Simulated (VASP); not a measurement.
# GaN in VASP 6.6.1, single-point calculation

INCAR

```
NBANDS = 16
ISMEAR = -1
IBRION = -1
LASPH = .TRUE.
SIGMA = 0.02
EDIFF = 1E-7
NELM = 79
LREAL = .FALSE.
METAGGA = RTPSS
AMIX = 0.2
LCHARG = .FALSE.
ISIF = 2
ENCUT = 520
PREC = Accurate
NSW = 0
LWAVE = .FALSE.
```

KPOINTS

```
KPOINTS created by Atomic Simulation Environment
0
Gamma
10 10 10
0 0 0
```

POSCAR

```
Ga N
 1.0000000000000000
     0.0000000000000000    2.2489525410988409    2.2489525410988409
     2.2489525410988409    0.0000000000000000    2.2489525410988409
     2.2489525410988409    2.2489525410988409    0.0000000000000000
 Ga  N
   1   1
Cartesian
  0.0000000000000000 -0.0000000000000000  0.0000000000000000
  1.1244762705494205  1.1244762705494205  1.1244762705494205
```

The recommended PBE PAW datasets give the neutral cell 18 valence electrons.

Command

```
mpirun -np 1 vasp_std
```

OSZICAR

```
N       E                     dE             d eps       ncg     rms          rms(c)
DAV:   1     0.855666953054E+02    0.85567E+02   -0.92351E+03  1640   0.202E+03
DAV:   2    -0.159488460981E+01   -0.87162E+02   -0.81421E+02  1712   0.324E+02
DAV:   3    -0.668534728473E+01   -0.50905E+01   -0.50684E+01  1728   0.682E+01
DAV:   4    -0.673724516153E+01   -0.51898E-01   -0.51888E-01  1888   0.725E+00
DAV:   5    -0.673775095260E+01   -0.50579E-03   -0.50579E-03  1784   0.677E-01    0.682E+00
DAV:   6    -0.877973306095E+01   -0.20420E+01   -0.79887E+00  1592   0.303E+01    0.574E+00
DAV:   7    -0.897594769904E+01   -0.19621E+00   -0.33597E-01  1936   0.763E+00    0.637E+00
DAV:   8    -0.792129014621E+01    0.10547E+01   -0.59677E+00  2272   0.380E+01    0.299E+00
DAV:   9    -0.779518538357E+01    0.12610E+00   -0.34942E-01  1608   0.670E+00    0.220E+00
DAV:  10    -0.779316564209E+01    0.20197E-02   -0.95965E-02  1600   0.239E+00    0.674E-01
DAV:  11    -0.779701277818E+01   -0.38471E-02   -0.89858E-02  2320   0.461E+00    0.622E-01
DAV:  12    -0.779117367793E+01    0.58391E-02   -0.15900E-02  1600   0.129E+00    0.321E-01
DAV:  13    -0.779181598726E+01   -0.64231E-03   -0.14871E-03  1680   0.395E-01    0.126E-01
DAV:  14    -0.779182280314E+01   -0.68159E-05   -0.15193E-04  2128   0.375E-01    0.727E-02
DAV:  15    -0.779182971647E+01   -0.69133E-05   -0.23900E-05  1936   0.550E-02    0.176E-02
DAV:  16    -0.779183058225E+01   -0.86577E-06   -0.22801E-06  1712   0.121E-02    0.192E-02
DAV:  17    -0.779183103256E+01   -0.45031E-06   -0.44931E-06  1952   0.343E-02    0.789E-04
DAV:  18    -0.779183134668E+01   -0.31412E-06   -0.43765E-07  1760   0.547E-03    0.524E-04
DAV:  19    -0.779183138594E+01   -0.39268E-07   -0.67253E-09   832   0.821E-04
   1 F= -.77918314E+01 E0= -.77918314E+01  d E =-.419127E-13
```

From OUTCAR

```
k-points           NKPTS =     47   k-points in BZ     NKDIM =     47   number of bands    NBANDS=     16

   NELECT =      18.0000    total number of electrons

   dimension x,y,z NGX =    24 NGY =   24 NGZ =   24
   dimension x,y,z NGXF=    48 NGYF=   48 NGZF=   48

  energy-cutoff  :      520.00
  volume of cell :       22.75
      direct lattice vectors                 reciprocal lattice vectors
     0.000000000  2.248952541  2.248952541    -0.222325723  0.222325723  0.222325723
     2.248952541  0.000000000  2.248952541     0.222325723 -0.222325723  0.222325723
     2.248952541  2.248952541  0.000000000     0.222325723  0.222325723 -0.222325723

 k-points in reciprocal lattice and weights: KPOINTS created by Atomic Simulation Env
   0.00000000  0.00000000  0.00000000       0.001
   0.10000000  0.00000000  0.00000000       0.008
   0.20000000  0.00000000  0.00000000       0.008
   0.30000000  0.00000000  0.00000000       0.008
   0.40000000  0.00000000  0.00000000       0.008
   0.50000000  0.00000000  0.00000000       0.004
   0.10000000  0.10000000  0.00000000       0.006
   0.20000000  0.10000000  0.00000000       0.024
   ...

 E-fermi :   5.7819

 k-point     1 :       0.0000    0.0000    0.0000
  band No.  band energies     occupation
      1     -11.1656      2.00000
      2      -8.1854      2.00000
      3      -8.1854      2.00000
      4      -8.1854      2.00000
      5      -7.8378      2.00000
      6      -7.8378      2.00000
      7       5.2805      2.00000
      8       5.2805      2.00000
      9       5.2805      2.00000
     10       6.8853      0.00000
     11      15.8778      0.00000
     12      15.8779      0.00000
     13      15.8779      0.00000
     14      22.8211      0.00000
     15      24.0733      0.00000
     16      24.0734      0.00000

 k-point     2 :       0.1000    0.0000    0.0000
  band No.  band energies     occupation
      1     -11.0511      2.00000
      2      -8.1712      2.00000
      3      -8.1712      2.00000
      4      -8.1511      2.00000
      5      -7.8392      2.00000
      6      -7.8392      2.00000
      7       4.1247      2.00000
      8       5.1723      2.00000
      9       5.1723      2.00000
     10       7.8002      0.00000
     11      15.3264      0.00000
     12      16.0431      0.00000
     13      16.0431      0.00000
     14      22.6728      0.00000
     15      22.8700      0.00000
     16      22.8700      0.00000

 k-point     3 :       0.2000    0.0000    0.0000
  band No.  band energies     occupation
      1     -10.7547      2.00000
      2      -8.1379      2.00000
      3      -8.1378      2.00000
      4      -8.0076      2.00000
      5      -7.8385      2.00000
      6      -7.8385      2.00000
      7       2.2742      2.00000
      8       4.9063      2.00000
      9       4.9063      2.00000
     10       8.9252      0.00000
     11      14.4618      0.00000
     12      16.2918      0.00000
     13      16.2918      0.00000
     14      21.5103      0.00000
     15      22.1313      0.00000
     16      22.1313      0.00000

 ...

  Total        0.3912864      0.3912864      0.3912864      0.0000000     -0.0000000      0.0000000
  in kB       27.5571587     27.5571587     27.5571587      0.0000000     -0.0000000      0.0000000
  external PRESSURE =      27.5571587 kB  Pullay stress =       0.0000000 kB

 POSITION                                       TOTAL-FORCE (eV/Angst)
 -----------------------------------------------------------------------------------
      0.00000      0.00000      0.00000        -0.000000     -0.000000     -0.000000
      1.12448      1.12448      1.12448         0.000000      0.000000      0.000000
 -----------------------------------------------------------------------------------
    total drift:                               -0.000062     -0.000062     -0.000062

  FREE ENERGIE OF THE ION-ELECTRON SYSTEM (eV)
  ---------------------------------------------------
  free  energy   TOTEN  =        -7.7918313859 eV

  energy  without entropy=       -7.7918313859  energy(sigma->0) =       -7.79183139
```

It converged. Results: gap between bands v and c on the k mesh 1.60 eV; least direct gap on the k mesh 1.60 eV; pressure 2.8 GPa. Band v is the last that the valence electrons fill when counted band by band, and c is the next.

For comparison, a separate PBE run of the intended cell, on usual settings and not on those above, gives a gap of 1.76 eV on its mesh and a pressure of 6.2 GPa.

The run above took about 50 s on one core of a shared host (Intel Xeon Platinum 8488C) and held 0.15 GiB at most.
